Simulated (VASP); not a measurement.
# Ge (Fd-3m) in VASP: a series of runs, part 2 of 2

VASP 6.6.1. The steps go on from the part before.

### Step 3. Relaxation of cell and atoms, PBEsol

INCAR

```
SYSTEM = Ge
  ALGO = Fast
  EDIFF = 1E-7
  EDIFFG = -0.005
  ENCUT = 480
  GGA = PS
  IBRION = 2
  ISIF = 3
  ISMEAR = 0
  LASPH = .TRUE.
  LCHARG = .FALSE.
  LREAL = .FALSE.
  LWAVE = .FALSE.
  NELM = 80
  NSW = 90
  PREC = Accurate
  SIGMA = 0.1
```

KPOINTS

```
k-points
0
G
  14 14 14
  0 0 0
```

POSCAR

```
Ge
1.0
    0.0000000000      2.8287700000      2.8287700000
    2.8287700000      0.0000000000      2.8287700000
    2.8287700000      2.8287700000      0.0000000000
Ge
2
Direct
    0.5000000000      0.5000000000      0.5000000000
    0.7500000000      0.7500000000      0.7500000000
```

Potentials or basis: VASP PAW PBE potentials, release 64 (Ge_d).

Launch:

```
> cat potpaw_PBE.64/Ge_d/POTCAR > POTCAR
> mpirun -np 1 vasp_std > vasp.out
```

OUTCAR:

```text
SYSTEM = Ge
   EDIFF = 1E-7
   EDIFFG = -0.005
   ENCUT = 480
   GGA = PS
   IBRION = 2
   ISIF = 3
   ISMEAR = 0
   LASPH = .TRUE.
   LREAL = .FALSE.
   NELM = 80
   NSW = 90
   PREC = Accurate

 ion  position               nearest neighbor table
   1  0.500  0.500  0.500-   2 2.45   2 2.45   2 2.45   2 2.45
   2  0.750  0.750  0.750-   1 2.45   1 2.45   1 2.45   1 2.45

  LATTYP: Found a face centered cubic cell.
 ALAT       =     5.6575400000

  Lattice vectors:

 A1 = (   0.0000000000,   2.8287700000,   2.8287700000)
 A2 = (   2.8287700000,   0.0000000000,   2.8287700000)
 A3 = (   2.8287700000,   2.8287700000,   0.0000000000)

Analysis of symmetry for initial positions (statically):
=====================================================================
 Subroutine PRICEL returns:
 Original cell was already a primitive cell.

 Routine SETGRP: Setting up the symmetry group for a
 face centered cubic supercell.

 Subroutine GETGRP returns: Found 48 space group operations
 (whereof 24 operations were pure point group operations)
 out of a pool of 48 trial point group operations.

The static configuration has the point symmetry T_d .
 The point group associated with its full space group is O_h .

Analysis of symmetry for dynamics (positions and initial velocities):
=====================================================================
 Subroutine PRICEL returns:
 Original cell was already a primitive cell.

 Routine SETGRP: Setting up the symmetry group for a
 face centered cubic supercell.

 Subroutine GETGRP returns: Found 48 space group operations
 (whereof 24 operations were pure point group operations)
 out of a pool of 48 trial point group operations.

The dynamic configuration has the point symmetry T_d .
 The point group associated with its full space group is O_h .

 Subroutine INISYM returns: Found 48 space group operations
 (whereof 24 operations are pure point group operations),
 and found     1 'primitive' translations

----------------------------------------------------------------------------------------

                                     Primitive cell

  volume of cell :      45.2713

  direct lattice vectors                    reciprocal lattice vectors
     0.000000000  2.828770000  2.828770000    -0.176755268  0.176755268  0.176755268
     2.828770000  0.000000000  2.828770000     0.176755268 -0.176755268  0.176755268
     2.828770000  2.828770000  0.000000000     0.176755268  0.176755268 -0.176755268

  length of vectors
     4.000484899  4.000484899  4.000484899     0.306149105  0.306149105  0.306149105

  position of ions in fractional coordinates (direct lattice)
     0.500000000  0.500000000  0.500000000
     0.750000000  0.750000000  0.750000000

  ion indices of the primitive-cell ions
   primitive index   ion index
                 1           1
                 2           2

----------------------------------------------------------------------------------------

 KPOINTS: k-points

Automatic generation of k-mesh.
 Grid dimensions read from file:
 generate k-points for:   14   14   14

 Generating k-lattice:
[... 23 lines left out ...]
  0.285714  0.000000  0.000000      8.000000
  0.357143  0.000000  0.000000      8.000000
[... 16 lines left out ...]
  0.214286  0.142857  0.000000     24.000000
  0.285714  0.142857  0.000000     24.000000
 [... further k-points ...]
   k-points           NKPTS =    104   k-points in BZ     NKDIM =    104   number of bands    NBANDS=     18
   number of dos      NEDOS =    301   number of ions     NIONS =      2
   total plane-waves  NPLWV =  27000
   dimension x,y,z NGX =    30 NGY =   30 NGZ =   30
   dimension x,y,z NGXF=    60 NGYF=   60 NGZF=   60
   ions per type =               2
   NGX,Y,Z   is equivalent  to a cutoff of  12.47, 12.47, 12.47 a.u.
   NGXF,Y,Z  is equivalent  to a cutoff of  24.93, 24.93, 24.93 a.u.
 SYSTEM =  Ge
   PREC   = accura    normal or accurate (medium, high low for compatibility)
   ISTART =      0    job   : 0-new  1-cont  2-samecut
   ICHARG =      2    charge: 1-file 2-atom 10-const
   ISPIN  =      1    spin polarized calculation?
   LNONCOLLINEAR =      F non collinear calculations
   LSORBIT =      F    spin-orbit coupling
   LASPH  =      T    aspherical Exc in radial PAW
   ENCUT  =  480.0 eV  35.28 Ry    5.94 a.u.   7.15  7.15  7.15*2*pi/ulx,y,z
   NELM   =     80;   NELMIN=  2; NELMDL= -5     # of ELM steps
   EDIFF  = 0.1E-06   stopping-criterion for ELM
   LREAL  =      F    real-space projection
   EDIFFG = -.5E-02   stopping-criterion for IOM
   NSW    =     90    number of steps for IOM
   IBRION =      2    ionic relax: 0-MD 1-quasi-New 2-CG
   NFREE  =      1    steps in history (QN), initial steepest desc. (CG)
   ISIF   =      3    stress and relaxation
   ISYM   =      2    0-nonsym 1-usesym 2-fastsym
   POTIM  = 0.5000    time-step for ionic-motion
   TEBEG  =    0.0;   TEEND  =   0.0 temperature during run
   PSTRESS=    0.0 pullay stress
   NELECT =      28.0000    total number of electrons
   NUPDOWN=      -1.0000    fix difference up-down
   EMIN   =  10.00;   EMAX   =-10.00  energy-range for DOS
   EFERMI =   0.00;   METHOD = LEGACY
   ISMEAR =     0;   SIGMA  =   0.10  broadening in eV -4-tet -1-fermi 0-gaus
   EFERMI_NEDOS =   21; number of points for ismear=-14 and -15
   IALGO  =     68    algorithm
   IMIX   =      4    mixing-type and parameters
     AMIX     =   0.40;   BMIX     =  1.00
     AMIX_MAG =   1.60;   BMIX_MAG =  1.00
  volume/ion in A,a.u.               =      22.64       152.75
  Fermi-wavevector in a.u.,A,eV,Ry     =   1.394825  2.635838 26.470653  1.945538
  Thomas-Fermi vector in A             =   2.518337
   LORBIT       =      0    0 simple, 1 ext, 2 COOP (PROOUT), +10 PAW based schemes
   GGA     = PS    functional components
   LHFCALC =     F    Hartree Fock is set to
   AEXX    =    0.0000 exact exchange contribution
   IVDW    =     0    specifies the selected vdW correction
   LEPSILON=     F    determine dielectric tensor
   LRPA    =     F    only Hartree local field effects (RPA)
 conjugate gradient relaxation of ions
 non-spin polarized calculation
 RMM-DIIS sequential band-by-band and
 Gauss-broadening in eV      SIGMA  =   0.10
  energy-cutoff  :      480.00
  volume of cell :       45.27
 maximum number of plane-waves:      1106
 NGX is ok and might be reduce to    30
   NGX = 15   NGY = 15   NGZ = 15

--------------------------------------- Ionic step        1  -------------------------------------------

 number of electron      28.0000022 magnetization

 Free energy of the ion-electron system (eV)
  ---------------------------------------------------
  ext. energy  EPLUGINS =         0.00000000
  ---------------------------------------------------
  free energy    TOTEN  =        -9.87327041 eV

  energy without entropy =       -9.87308266  energy(sigma->0) =       -9.87317654

------------------------ aborting loop because EDIFF is reached ----------------------------------------

  FORCE on cell =-STRESS in cart. coord.  units (eV):
  Direction    XX          YY          ZZ          XY          YZ          ZX
  --------------------------------------------------------------------------------------
  -------------------------------------------------------------------------------------
  Total        0.1303170      0.1303170      0.1303170     -0.0000000      0.0000000     -0.0000000
  in kB        4.6119945      4.6119945      4.6119945     -0.0000000      0.0000000     -0.0000000
  external PRESSURE =       4.6119945 kB  Pullay stress =       0.0000000 kB
[... 59 lines left out ...]
--------------------------------------- Ionic step        3  -------------------------------------------

 number of electron      28.0000017 magnetization

 Free energy of the ion-electron system (eV)
  ---------------------------------------------------
  ext. energy  EPLUGINS =         0.00000000
  ---------------------------------------------------
  free energy    TOTEN  =        -9.87366120 eV

  energy without entropy =       -9.87344498  energy(sigma->0) =       -9.87355309

 E-fermi :   4.8243     XC(G=0): -10.1002

 val. band max:        4.8018000573   @ k =   0.0000   0.0000   0.0000
 cond. band min:       4.9062391209   @ k =   0.5000   0.0000   0.0000
 fundamental gap:      0.1044390636
 Fermi energy:         4.8243370881

 k-point     1 :       0.0000    0.0000    0.0000
  band No.  band energies     occupation
      1     -19.9533      2.00000
      2     -19.9533      2.00000
      3     -19.9533      2.00000
      4     -19.9174      2.00000
      5     -19.9174      2.00000
      6     -19.7086      2.00000
[... 481 lines left out ...]
      5     -19.8659      2.00000
      6     -19.7722      2.00000
[... 10 lines left out ...]
     17       9.6699      0.00000
     18       9.6743      0.00000

 [... further k-points ...]
[... 5 lines left out ...]
  --------------------------------------------------------------------------------------
  -------------------------------------------------------------------------------------
  Total        0.0068227      0.0068227      0.0068227     -0.0000000      0.0000000      0.0000000
  in kB        0.2399676      0.2399676      0.2399676     -0.0000000      0.0000000      0.0000000
  external PRESSURE =       0.2399676 kB  Pullay stress =       0.0000000 kB
[... 17 lines left out ...]
  FREE ENERGIE OF THE ION-ELECTRON SYSTEM (eV)
  ---------------------------------------------------
  free  energy   TOTEN  =        -9.8736612003 eV

  energy  without entropy=       -9.8734449766  energy(sigma->0) =       -9.87355309

 reached required accuracy - stopping structural energy minimisation
```

It took 3 min on 1 thread of Intel Xeon Platinum 8259CL at 2.50GHz (Skylake/Cascade Lake), shared host; peak memory 0.2 GiB.

Results:

| Quantity | Value |
| --- | --- |
| Free energy | -9.8737 eV |
| Relaxed volume | 22.78 Å³/atom |
| Relaxed cell | a = 4.009 Å, b = 4.009 Å, c = 4.009 Å, α = 60.00°, β = 60.00°, γ = 60.00° |
| Space group after relaxing (to 0.05 Å) | Fd-3m (No. 227) |
| Energy gained by relaxing | 0.2 meV/atom |
| Ionic steps | 3 |
| Pressure after relaxing | 0.0 GPa |
| Band gap on the k mesh | none (metal or under the smearing width) |

The path:
```csv
step,energy change (eV),largest force (eV/Å),pressure (GPa),volume (Å³)
1,0.0000,0.0000,0.46,45.27
2,-0.0003,0.0000,-0.23,45.70
3,-0.0004,0.0000,0.02,45.55
```

Final structure:
```
Ge
1.0
     0.00000    2.83462    2.83462
     2.83462    0.00000    2.83462
     2.83462    2.83462    0.00000
Ge
2
Direct
  0.50000 0.50000 0.50000
  0.75000 0.75000 0.75000
```

Caveat: the PAW data sets were made with another functional, which shifts forces and pressure a little; this crystal is a semiconductor, whose small gap the functional closes, so the metal is an error of the method. Zero-point motion and thermal expansion aren't in these numbers.

### Step 4. Relaxation of cell and atoms, RPBE

INCAR: that of step 3 with these lines changed.

```diff
@@ -4,4 +4,4 @@
   EDIFFG = -0.005
-  ENCUT = 480
-  GGA = PS
+  ENCUT = 600
+  GGA = RP
   IBRION = 2
```

KPOINTS is that of step 3.

POSCAR is that of step 3.

Launch:

```
> cat potpaw_PBE.64/Ge_d/POTCAR > POTCAR
> mpirun -np 1 vasp_std > vasp.out
```

Run time: 3 min. Hardware: 1 thread of Intel Xeon Platinum 8259CL at 2.50GHz (Skylake/Cascade Lake), shared host; peak memory 0.24 GiB.

It converged, with:

| Property | Result |
| --- | --- |
| Free energy | -8.3681 eV |
| Relaxed volume | 24.57 Å³/atom |
| Relaxed cell | a = 4.111 Å, b = 4.111 Å, c = 4.111 Å, α = 60.00°, β = 60.00°, γ = 60.00° |
| Space group after relaxing (to 0.05 Å) | Fd-3m (No. 227) |
| Energy gained by relaxing | 30.2 meV/atom |
| Ionic steps | 3 |
| Pressure after relaxing | 0.0 GPa |
| Band gap on the k mesh | none (metal or under the smearing width) |

Step by step:
```tsv
step	energy change (eV)	largest force (eV/Å)	pressure (GPa)	volume (Å³)
1	0.0000	0.0000	5.43	45.27
2	-0.0547	0.0000	-1.32	50.48
3	-0.0604	0.0000	0.00	49.13
```

Final structure:
```cif
data_structure
_symmetry_space_group_name_H-M 'P 1'
_symmetry_Int_Tables_number 1
_cell_length_a 4.1112
_cell_length_b 4.1112
_cell_length_c 4.1112
_cell_angle_alpha 60.000
_cell_angle_beta 60.000
_cell_angle_gamma 60.000
_cell_volume 49.13
loop_
_atom_site_label
_atom_site_type_symbol
_atom_site_fract_x
_atom_site_fract_y
_atom_site_fract_z
_atom_site_occupancy
Ge1 Ge 0.50000 0.50000 0.50000 1
Ge2 Ge 0.75000 0.75000 0.75000 1
```

Levels at points of the mesh, in eV from the Fermi level:
| k point | band 11 | band 12 | band 13 | band 14 | band 15 | band 16 | band 17 | band 18 |
| --- | --- | --- | --- | --- | --- | --- | --- | --- |
| (0.00, 0.00, 0.00) | -12.14 | -0.58 | 0.00 | 0.00 | 0.00 | 2.53 | 2.53 | 2.53 |
| (0.50, 0.00, 0.00) | -10.25 | -7.21 | -1.28 | -1.28 | 0.04 | 3.72 | 3.72 | 7.25 |
| (0.50, 0.50, 0.00) | -8.56 | -8.56 | -2.79 | -2.79 | 0.93 | 0.93 | 8.90 | 8.97 |

Caveat: the PAW data sets were made with another functional, which shifts forces and pressure a little; this crystal is a semiconductor, whose small gap the functional closes, so the metal is an error of the method.

### Step 5. Overview

```csv
level,potentials or basis,cutoff (eV),gap on the mesh (eV),pressure (GPa),relaxed volume (Å³/atom)
PBEsol,"VASP PAW PBE potentials, release 64 (Ge)",580,none,0.0,23.17
PBEsol,"VASP PAW PBE potentials, release 64 (Ge_d)",480,none,0.0,22.78
RPBE,"VASP PAW PBE potentials, release 64 (Ge_d)",600,none,0.0,24.57
```

Alike in all rows: task relaxation of cell and atoms; no spin polarisation; cell relaxed; k mesh 14 × 14 × 14; smearing gaussian 0.1 eV.

Caveats: the PAW data sets were made with another functional, which shifts forces and pressure a little; this crystal is a semiconductor, whose small gap the functional closes, so the metal is an error of the method.

Absolute energies hang on the potentials; compare differences alone.
